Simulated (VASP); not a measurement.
Runs of VASP 6.6.1 on Nb. The structure is cubic, space group Fm-3m (No. 225). The conventional cell has a = 4.238 Å, b = 4.238 Å, c = 4.238 Å, α = 90.00°, β = 90.00°, γ = 90.00°. Around Nb (site symmetry m-3m) lie 12 Nb at 3.00 Å. This isn't the form of Nb at room conditions, which is bcc.

```tsv
task	cell	k mesh	cutoff (eV)	gap on the mesh (eV)	pressure (GPa)
single point	Fm-3m, 19.03 Å³/atom	21 × 21 × 21	520	none	-0.5
single point	Fm-3m, 17.51 Å³/atom	14 × 14 × 14	520	none	14.6
relaxation of cell and atoms	relaxed	13 × 13 × 13	600	none	0.0
single point	Fm-3m, 16.75 Å³/atom	14 × 14 × 14	520	none	(a)
single point	Fm-3m, 19.03 Å³/atom	13 × 13 × 13	520	none	-0.4
```

Alike in all rows: level revPBE; potentials or basis VASP PAW PBE potentials, release 64 (Nb_sv); no spin polarisation; smearing fermi-dirac 0.1 eV.

Question: Estimate the missing entries.

Answer: (a) 24.7.

Caveats: the PAW data sets were made with another functional, which shifts forces and pressure a little (some runs); so large a pressure means that the cell lies far from this level's equilibrium, or that cutoff or potentials fall short (some runs); the potentials were made for another functional, which shifts forces and pressure (some runs).

A k mesh can miss the band edges, and the runs leave out spin-orbit coupling on Nb.

A gap of «none» marks a metal or a gap under the smearing width.
